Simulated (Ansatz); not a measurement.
# Two-dimensional strain map in Ta$_{2}$C

Method: DFT PBEsol, scalar-relativistic, plane waves, PAW (Ansatz). The runs took a 420 eV cutoff, a Γ-centred 18×18×10 mesh and Gaussian smearing (0.15 eV). Spin–orbit coupling is left out, which can shift energies with elements as heavy as these. No spin polarisation. Energies are free energies at this smearing, counted from the undisturbed cell; pressure is positive in compression.

Reference structure (relaxed at this level):

```
Ta C
1.0
     3.09530    0.00000    0.00000
    -1.54765    2.68061    0.00000
     0.00000    0.00000    4.92108
Ta C
2 1
Direct
  0.33333 0.66667 0.25288
  0.66667 0.33333 0.74712
  0.00000 0.00000 0.00000
```

The cell is strained by p along both x and y and by q along z, fractional coordinates fixed. Points are written (p, q).

Energy above the undisturbed cell in meV/atom (a dash: not computed):

```
 p \ q  -0.050  -0.025  0.000  0.025  0.050
-0.050   325.4   226.5  166.5  141.3  146.5
-0.025   147.4    75.2   39.0   34.6   58.3
 0.000    64.3    15.5    0.0   13.9   53.5
 0.025    60.2    31.9   34.5   64.3  117.7
 0.050   121.3   111.3  129.5  172.9  238.2
```

Pressure in GPa:

```
 p \ q  -0.050  -0.025  0.000  0.025  0.050
-0.050    61.0    48.0   36.6   26.6   17.9
-0.025    36.8    25.8   16.2    7.9    0.7
 0.000    17.3     8.0    0.0   -6.9  -12.8
 0.025     1.7    -6.0  -12.7  -18.5  -23.3
 0.050   -10.5   -17.0  -22.6  -27.4  -31.3
```